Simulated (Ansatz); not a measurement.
Set up this calculation in Ansatz 0.2.0, as the native input.

```yaml
Task: electrostatic potential
Functional: PBEsol
Dispersion: D3(BJ)
Potentials_or_basis: all-electron PAW datasets made for the crystal
Cutoff: 200 eV
Density_cutoff: 800 eV
k_mesh: 8 × 8 × 8
Occupations: fermi-dirac, width 0.05 eV
Spin: collinear spin, ferromagnetic start
Starting_moments: "[0.5] μB"
Scf_mixing_preconditioner: ldos
```

The system is Ca.

```xyz
1
Lattice="-2.2974 2.2126 2.1851 2.3182 -2.2122 2.2056 2.3036 2.2184 -2.1848" Properties=species:S:1:pos:R:3 pbc="T T T"
Ca   -0.0623    0.0151    0.0135
```

The cell isn't the ideal one: cell strained at random.

These files were run (other wordings do the same):

input.yaml

```yaml
crystal:
  lattice:
    - [-2.297433, 2.212576, 2.18514]
    - [2.318181, -2.212245, 2.205557]
    - [2.303603, 2.218416, -2.184809]
  atoms:
    - { symbol: Ca, position_ang: [-0.0623032771, 0.0151293302, 0.0134771128], spin: 0.5 }
kpoints:
  mp_grid: { grid: [8, 8, 8] }
scf:
  occupations: { method: fermi_dirac, width: 0.05 }
  mixing: { preconditioner: ldos }
hamiltonian:
  xc: pbesol
  dispersion: d3bj
  pseudopotentials: { kind: all_electron, datasets: crystal }
magnetization:
  spin_polarized: true
output:
  forces: true
  stress: true
  eigenvalues: true
  write_potential: true
  volumetric_format: npy
```

Potentials or basis: all-electron PAW datasets made for the crystal.

Run with:

```sh
$ ansatz run input.yaml --threads 1 --pin off --max-ram 2560MiB --backend cpu --events-out ev --progress --plain --runs-dir out
```

It gave:

```json
{"Pressure": "-2.4 GPa", "Band gap on the k mesh": "none (metal or under the smearing width)", "Net moment": "0.00 μB per cell", "Absolute moment": "0.00 μB per cell"}
```

Caveat: the cell was measured hot, at 740 K; pairwise dispersion overbinds metals, which lowers pressure and volume; the starting moments weren't kept.

It took 40 s on 1 thread of Intel(R) Xeon(R) 6975P-C (Granite Rapids), with other jobs on the host, peak memory 0.61 GiB.
